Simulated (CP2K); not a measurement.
## Si2Ni under changes of volume

One of the cells (13.166 Å³/atom); the others are scaled copies at fixed shape and fractional positions:

```
CELL_PARAMETERS angstrom
3.82262 0.00000 0.00000
1.91131 3.31049 0.00000
1.91131 1.10350 3.12116
ATOMIC_POSITIONS crystal
Ni 0.00000 0.00000 0.00000
Si 0.75000 0.75000 0.75000
Si 0.25000 0.25000 0.25000
```

| Item | Value |
| --- | --- |
| Program | CP2K 2026.2 |
| Functional | LDA |
| Potentials or basis | GTH_POTENTIALS Ni GTH-PADE-q18, Si GTH-PADE-q4; TZVP-MOLOPT-SR-GTH, TZVP-MOLOPT-PBE-GTH basis |
| Density cutoff | 8163 eV |
| k mesh | 9 × 9 × 9 |
| Occupations | fermi-dirac, width 0.0259 eV |
| Spin | collinear spin, ferromagnetic start |
| Starting moments | [1.0, 0.0, 0.0] μB |

| volume (Å³/atom) | energy over the lowest point (meV/atom) | pressure (GPa) |
| --- | --- | --- |
| 12.376 | ? | ? |
| 12.639 | 0.00 | 1.5 |
| 12.902 | 0.07 | -1.8 |
| 13.166 | 5.45 | -4.8 |
| 13.429 | 15.64 | -7.6 |
| 13.692 | 30.11 | -10.1 |
| 13.956 | 48.55 | -12.3 |

Problem. What does the run at 12.376 Å³/atom give?

Solution. Energy over the lowest point 5.40 meV/atom; pressure 5.1 GPa.

Worked out: A Birch-Murnaghan fit of order 3 (a polynomial in V^(-2/3)) to the other rows has its minimum at 12.77 Å³/atom with B0 = V·E''(V) = 166 GPa and B' = 4.1. It gives 5.84 meV/atom at 12.376 Å³/atom, against the run's 5.40, and -dE/dV = 5.5 GPa, against 5.1.

Energies are extrapolated to zero smearing.

Caveats: the basis of atomic orbitals isn't converged, which shifts pressures, moduli and gaps; the total moment is fixed, so each spin has its own Fermi level.
